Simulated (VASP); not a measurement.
# Mo₁₁Si₄: nudged elastic band

Mo₁₁Si₄, defect, 15 atoms in the cell. PBE, nudged elastic band; PAW potentials Mo_sv, Si (PBE set).

Path: a Mo atom hops into a neighbouring Mo vacancy; Moving images: 3.

## Input

INCAR.step1:
```
SYSTEM = Si4Mo11
  PREC = Normal
  ENCUT = 250
  EDIFF = 1E-6
  ISMEAR = 1
  SIGMA = 0.1
  LREAL = .FALSE.
  LASPH = .TRUE.
  NELM = 100
  ALGO = Normal
  LWAVE = .FALSE.
  LCHARG = .FALSE.
  IBRION = 2
  NSW = 100
  ISIF = 2
  EDIFFG = -0.02
  POTIM = 0.5
  KPAR = 6
```

INCAR.step3, as INCAR.step1 but for:
```
- IBRION = 2
- ISIF = 2
- EDIFFG = -0.02
- POTIM = 0.5
- KPAR = 6
+ IBRION = 1
+ POTIM = 0.3
+ EDIFFG = -0.05
+ SPRING = -5
+ IMAGES = 3
+ KPAR = 2
```

KPOINTS:
```
k-points
0
Gamma
  4 4 4
```

00/POSCAR:
```
Si4Mo11
1.0
    0.0000000000      4.8890000000      4.8890000000
    4.8890000000      0.0000000000      4.8890000000
    4.8890000000      4.8890000000      0.0000000000
Mo Si
11 4
Direct
    0.8750000000      0.3750000000      0.6250000000
    0.6092111879      0.1092111879      0.8907888121
    0.1407888121      0.6407888121      0.3592111879
    0.8726113276      0.1216557323      0.3789674758
    0.3732345357      0.6210325242      0.8783442677
    0.8773886724      0.6283442677      0.1232345357
    0.3767654643      0.1289674758      0.6226113276
    0.1210325242      0.8732345357      0.6273886724
    0.6216557323      0.3726113276      0.1267654643
    0.1283442677      0.3773886724      0.8710325242
    0.6289674758      0.8767654643      0.3716557323
    0.2461274029      0.2446018713      0.2538725971
    0.7446018713      0.7461274029      0.7553981287
    0.0053981287      0.0038725971      0.9961274029
    0.5038725971      0.5053981287      0.4946018713
```

01/POSCAR:
```
Si4Mo11
1.0
    0.0000000000      4.8890000000      4.8890000000
    4.8890000000      0.0000000000      4.8890000000
    4.8890000000      4.8890000000      0.0000000000
Mo Si
11 4
Direct
    0.8747805155      0.3747805155      0.6252194845
    0.6089917242      0.1089917242      0.8910082758
    0.1912277603      0.6912277603      0.3087722397
    0.8698774642      0.1189224389      0.3817014153
    0.3705013184      0.6182985847      0.8810775611
    0.8716327543      0.6229006759      0.1286782036
    0.3713217964      0.1232116338      0.6283672457
    0.1182985847      0.8705013184      0.6301225358
    0.6189224389      0.3698774642      0.1294986816
    0.1229006759      0.3716327543      0.8767883662
    0.6232116338      0.8713217964      0.3770993241
    0.2438967851      0.2431336787      0.2561032149
    0.7431336787      0.7438967851      0.7568663213
   -0.0010859698     -0.0026111607      1.0026111607
    0.4973888393      0.4989140302      0.5010859698
```

02/POSCAR:
```
Si4Mo11
1.0
    0.0000000000      4.8890000000      4.8890000000
    4.8890000000      0.0000000000      4.8890000000
    4.8890000000      4.8890000000      0.0000000000
Mo Si
11 4
Direct
    0.8745610309      0.3745610309      0.6254389691
    0.6087722606      0.1087722606      0.8912277394
    0.2416667085      0.7416667085      0.2583332915
    0.8671436008      0.1161891456      0.3844353548
    0.3677681011      0.6155646452      0.8838108544
    0.8658768363      0.6174570840      0.1341218715
    0.3658781285      0.1174557918      0.6341231637
    0.1155646452      0.8677681011      0.6328563992
    0.6161891456      0.3671436008      0.1322318989
    0.1174570840      0.3658768363      0.8825442082
    0.6174557918      0.8658781285      0.3825429160
    0.2416661674      0.2416654861      0.2583338326
    0.7416654861      0.7416661674      0.7583345139
   -0.0075700682     -0.0090949186      1.0090949186
    0.4909050814      0.4924299318      0.5075700682
```

03/POSCAR:
```
Si4Mo11
1.0
    0.0000000000      4.8890000000      4.8890000000
    4.8890000000      0.0000000000      4.8890000000
    4.8890000000      4.8890000000      0.0000000000
Mo Si
11 4
Direct
    0.8743415464      0.3743415464      0.6256584536
    0.6085527970      0.1085527970      0.8914472030
    0.2921056566      0.7921056566      0.2078943434
    0.8644097374      0.1134558522      0.3871692942
    0.3650348838      0.6128307058      0.8865441478
    0.8601209182      0.6120134922      0.1395655395
    0.3604344605      0.1116999498      0.6398790818
    0.1128307058      0.8650348838      0.6355902626
    0.6134558522      0.3644097374      0.1349651162
    0.1120134922      0.3601209182      0.8883000502
    0.6116999498      0.8604344605      0.3879865078
    0.2394355496      0.2401972935      0.2605644504
    0.7401972935      0.7394355496      0.7598027065
   -0.0140541667     -0.0155786764      1.0155786764
    0.4844213236      0.4859458333      0.5140541667
```

04/POSCAR:
```
Si4Mo11
1.0
    0.0000000000      4.8890000000      4.8890000000
    4.8890000000      0.0000000000      4.8890000000
    4.8890000000      4.8890000000      0.0000000000
Mo Si
11 4
Direct
    0.8741220619      0.3741220619      0.6258779381
    0.6083333333      0.1083333333      0.8916666667
    0.3425446048      0.8425446048      0.1574553952
    0.8616758740      0.1107225588      0.3899032337
    0.3623016666      0.6100967663      0.8892774412
    0.8543650001      0.6065699003      0.1450092074
    0.3549907926      0.1059441078      0.6456349999
    0.1100967663      0.8623016666      0.6383241260
    0.6107225588      0.3616758740      0.1376983334
    0.1065699003      0.3543650001      0.8940558922
    0.6059441078      0.8549907926      0.3934300997
    0.2372049319      0.2387291009      0.2627950681
    0.7387291009      0.7372049319      0.7612708991
   -0.0205382652     -0.0220624343      1.0220624343
    0.4779375657      0.4794617348      0.5205382652
```

POSCAR.step1:
```
Si4Mo11
1.0
    0.0000000000      4.8890000000      4.8890000000
    4.8890000000      0.0000000000      4.8890000000
    4.8890000000      4.8890000000      0.0000000000
Mo Si
11 4
Direct
    0.8750000000      0.3750000000      0.6250000000
    0.6250000000      0.1250000000      0.8750000000
    0.1250000000      0.6250000000      0.3750000000
    0.8750000000      0.1250000000      0.3750000000
    0.3750000000      0.6250000000      0.8750000000
    0.8750000000      0.6250000000      0.1250000000
    0.3750000000      0.1250000000      0.6250000000
    0.1250000000      0.8750000000      0.6250000000
    0.6250000000      0.3750000000      0.1250000000
    0.1250000000      0.3750000000      0.8750000000
    0.6250000000      0.8750000000      0.3750000000
    0.2500000000      0.2500000000      0.2500000000
    0.7500000000      0.7500000000      0.7500000000
    0.0000000000      0.0000000000      0.0000000000
    0.5000000000      0.5000000000      0.5000000000
```

POSCAR.step2:
```
Si4Mo11
1.0
    0.0000000000      4.8890000000      4.8890000000
    4.8890000000      0.0000000000      4.8890000000
    4.8890000000      4.8890000000      0.0000000000
Mo Si
11 4
Direct
    0.8750000000      0.3750000000      0.6250000000
    0.6250000000      0.1250000000      0.8750000000
    0.3750000000      0.8750000000      0.1250000000
    0.8750000000      0.1250000000      0.3750000000
    0.3750000000      0.6250000000      0.8750000000
    0.8750000000      0.6250000000      0.1250000000
    0.3750000000      0.1250000000      0.6250000000
    0.1250000000      0.8750000000      0.6250000000
    0.6250000000      0.3750000000      0.1250000000
    0.1250000000      0.3750000000      0.8750000000
    0.6250000000      0.8750000000      0.3750000000
    0.2500000000      0.2500000000      0.2500000000
    0.7500000000      0.7500000000      0.7500000000
    0.0000000000      0.0000000000      0.0000000000
    0.5000000000      0.5000000000      0.5000000000
```

Commands (each step's output is kept before the next begins):
```
cat potpaw_PBE.64/Mo_sv/POTCAR potpaw_PBE.64/Si/POTCAR > POTCAR
cp INCAR.step1 INCAR
cp POSCAR.step1 POSCAR
mpirun -np 6 vasp_std > vasp.out
cp POSCAR.step2 POSCAR
mpirun -np 6 vasp_std > vasp.out
# 00 and 04 hold the relaxed ends; the images between are interpolated (pair-distance (IDPP))
cp INCAR.step3 INCAR
mpirun -np 6 vasp_std > vasp.out
```

## Result

- Barrier (eV): 1.353
- Barrier of the reverse step (eV): 1.353
- Energy of the second end over the first (eV): 0.000
- Top of the path (share of its length): 0.50
- Length of the path (Å): 2.14
- Steps of the band: 7
- Ionic steps, all stages: 23
- Electronic steps, all stages: 322

Energy along the relaxed band:

| Image | Distance along the path (Å) | Energy above the first end (eV) | Slope along the path (eV/Å) | Largest force across the path (eV/Å) |
|---|---|---|---|---|
| 0 | 0.000 | 0.000 | relaxed end |  |
| 1 | 0.536 | 0.645 | 1.875 | 0.042 |
| 2 | 1.071 | 1.352 | 0.000 | 0.022 |
| 3 | 1.606 | 0.645 | -1.874 | 0.042 |
| 4 | 2.142 | 0.000 | relaxed end |  |

The cell is Mo3Si (16 atoms) with one Mo atom missing.

The two ends have the same energy within 0.01 eV.

Limits: the cell holds 15 atoms, so the vacancy or interstitial meets its own images and the barrier isn't that of a lone defect; the atom stays on the straight, symmetric line between the sites, so the barrier is an upper bound: a way around it wasn't tried.

VASP 6.6.1 took 391 s on 6 cores (AMD EPYC 9R14 (Zen 4)), a shared host.
